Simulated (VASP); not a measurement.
Write the native input for VASP 6.6.1 that does the following.

| Quantity | Value |
| --- | --- |
| Task | relaxation of cell and atoms |
| Functional | PBE |
| Potentials or basis | VASP PAW PBE potentials, release 64 (Al, O_s) |
| Cutoff | 480 eV |
| k mesh | 7 × 7 × 7 |
| Occupations | fermi-dirac, width 0.05 eV |
| Spin | no spin polarisation |
| Further INCAR settings | ALGO = Normal; EDIFF = 1e-06; IBRION = 2; EDIFFG = -0.01; NSW = 40; ISIF = 3 |

The structure of Al2O3 (Corundum) lies in POSCAR:

```
Al2O3
1.0
    2.3802500000      1.3742379782      4.3318666667
   -2.3802500000      1.3742379782      4.3318666667
    0.0000000000     -2.7484759565      4.3318666667
Al O
4 6
Direct
    0.8521600000      0.8521600000      0.8521600000
    0.6478400000      0.6478400000      0.6478400000
    0.1478400000      0.1478400000      0.1478400000
    0.3521600000      0.3521600000      0.3521600000
    0.0566800000      0.7500000000      0.4433200000
    0.7500000000      0.4433200000      0.0566800000
    0.4433200000      0.0566800000      0.7500000000
    0.9433200000      0.2500000000      0.5566800000
    0.2500000000      0.5566800000      0.9433200000
    0.5566800000      0.9433200000      0.2500000000
```

These files were run (other wordings do the same):

INCAR

```
SYSTEM = Al2O3
  PREC = Accurate
  ENCUT = 480
  EDIFF = 1E-6
  ISMEAR = -1
  SIGMA = 0.05
  LREAL = .False.
  LASPH = .True.
  NELM = 80
  ALGO = Normal
  ISIF = 3
  LWAVE = .False.
  LCHARG = .False.
  GGA = PE
  IBRION = 2
  NSW = 40
  EDIFFG = -0.01
```

KPOINTS

```
Automatic mesh
0
Gamma
  7 7 7
  0 0 0
```

Potentials or basis: VASP PAW PBE potentials, release 64 (Al, O_s).

Command:

```sh
$ cat potpaw_PBE.64/Al/POTCAR potpaw_PBE.64/O_s/POTCAR > POTCAR
$ mpirun -np 1 vasp_std > vasp.out
```

Results of the run:

- Relaxed volume: 8.74 Å³/atom
- Relaxed cell: a = 5.178 Å, b = 5.178 Å, c = 5.178 Å, α = 55.30°, β = 55.30°, γ = 55.30°
- Space group after relaxing (to 0.05 Å): R-3c (No. 167)
- Energy gained by relaxing: 5.3 meV/atom
- Ionic steps: 5
- Pressure after relaxing: 0.1 GPa
- Largest force after relaxing: 0.005 eV/Å
- Band gap on the k mesh: 5.87 eV, direct

Caveat: an odd mesh through Γ misses points on the zone boundary, where band edges often lie.

Wall time 4 min on 1 thread of AMD EPYC 9R14 (Zen 4) (shared host), peak memory 0.24 GiB.
